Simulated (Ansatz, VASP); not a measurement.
One calculation of Si, two programs

```
CELL_PARAMETERS angstrom
1.61322 0.93139 7.79658
-1.61322 0.93139 7.79658
0.00000 -1.86278 7.79658
ATOMIC_POSITIONS crystal
Si 0.00000 0.00000 0.00000
Si 0.22222 0.22222 0.22222
Si 0.77778 0.77778 0.77778
```

Alike in both runs: task single point; functional r2SCAN; k mesh 6 × 6 × 6; occupations gaussian, width 0.1 eV; no spin polarisation.

|  | VASP | Ansatz |
| --- | --- | --- |
| version | VASP 6.6.1 | Ansatz 0.2.0 |
| potentials or method | VASP PAW PBE potentials, release 64 (Si) | scalar-relativistic, plane waves, PAW |
| plane-wave cutoff (eV) | 520 | 500 |
| valence electrons in the cell | 12 | 12 |

Ansatz gave:

- gap on the k mesh at the Fermi level (eV): none
- pressure (GPa): -15.2
- largest component of the traceless stress (GPa): 1.73
- rms of the force components (eV/Å): 0.020

Task: Which values does VASP return?

Result: gap on the k mesh at the Fermi level (eV): none; pressure (GPa): -15.2; largest component of the traceless stress (GPa): 1.72; rms of the force components (eV/Å): 0.020.

Atom by atom the forces differ by 0.001 eV/Å (rms over components). A gap of «none» marks a metal or a gap that the smearing closes.

Caveats: the k mesh is coarse (spacing up to 0.38 Å⁻¹), so the values aren't converged; so large a pressure means that the cell lies far from this level's equilibrium, or that cutoff or potentials fall short (VASP); the potentials were made for another functional, which shifts forces and pressure (VASP).
